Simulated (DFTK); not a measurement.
Write the native input for DFTK 0.8.2 that does the following.

```yaml
Task: single point
Functional: PBEsol
Potentials_or_basis: dojo.nc.sr.pbesol.v0_4_1.standard.upf (PBEsol)
Cutoff: 1088 eV
k_mesh: 12 × 12 × 12
Occupations: fermi-dirac, width 0.05 eV
Spin: no spin polarisation
Valence_electrons: Mo 14
SCF_tolerance_on_the_density: 1e-06
```

Mo:

```xyz
1
Lattice="-1.5944 1.5913 1.5845 1.6124 -1.5431 1.5543 1.6066 1.5553 -1.5363" Properties=species:S:1:pos:R:3 pbc="T T T"
Mo   -0.0831   -0.0073   -0.0091
```

The cell isn't the ideal one: cell strained at random at fixed volume.

These files were run (other wordings do the same):

run.jl

```julia
using DFTK
using PseudoPotentialData
using Unitful, UnitfulAtomic
using LinearAlgebra, Printf
include("save.jl")
disable_threading()

# lattice vectors are the columns
lattice = austrip(1u"Å") * [     -1.594389       1.612386       1.606588;
                 1.591296       -1.54306       1.555258;
                 1.584536       1.554296      -1.536299]
symbols   = [:Mo]
positions = [[-0.004893, -0.028505, -0.027978]]
pseudopotentials = PseudoFamily("dojo.nc.sr.pbesol.v0_4_1.standard.upf")
elements = Dict(s => ElementPsp(s, pseudopotentials) for s in unique(symbols))
atoms    = [elements[s] for s in symbols]

build_model(lattice, positions; symmetries=true) =
    model_DFT(lattice, atoms, positions;
              functionals=PBEsol(),
              temperature=austrip(0.05u"eV"),
              smearing=Smearing.FermiDirac(),
              symmetries)
Ecut  = 40.0  # hartree
kgrid = [12, 12, 12]
tol   = 1e-6
to_GPa = ustrip(uconvert(u"GPa", 1u"hartree/bohr^3"))

model = build_model(lattice, positions)
basis = PlaneWaveBasis(model; Ecut, kgrid)
display(basis)
scfres = self_consistent_field(basis;
                               tol,
                               nbandsalg=AdaptiveBands(model; n_bands_converge=12))
display(scfres.energies)
@printf "Fermi level: %.6f eV\n" ustrip(auconvert(u"eV", something(scfres.εF, NaN)))
forces = compute_forces_cart(scfres)
println("Forces (eV/Å)")
for (s, f) in zip(symbols, forces)
    @printf "%-3s %12.6f %12.6f %12.6f\n" s ustrip.(auconvert.(u"eV/Å", f))...
end
stress = compute_stresses_cart(scfres)
println("Stress (GPa)")
display(round.(stress * to_GPa; digits=4))
println("Levels at the first k-point (eV): ", round.(ustrip.(auconvert.(u"eV", scfres.eigenvalues[1][1:scfres.n_bands_converge])); digits=4))
save_scf!(scfres; forces, stress)
```

Potentials or basis: dojo.nc.sr.pbesol.v0_4_1.standard.upf (PBEsol).

Run with:

```bash
$ julia --threads=1 run.jl  # save.jl only writes the numbers to a file and isn't shown; printed stress counts tension as positive; times include loading and compiling
```

Results of the run:

```json
{"Pressure": "-9.1 GPa", "Band gap on the k mesh": "none (metal or under the smearing width)"}
```

Run time: 16 min on 1 thread of Intel(R) Xeon(R) Platinum 8488C (Sapphire Rapids) (shared host), peak memory 6.3 GiB.
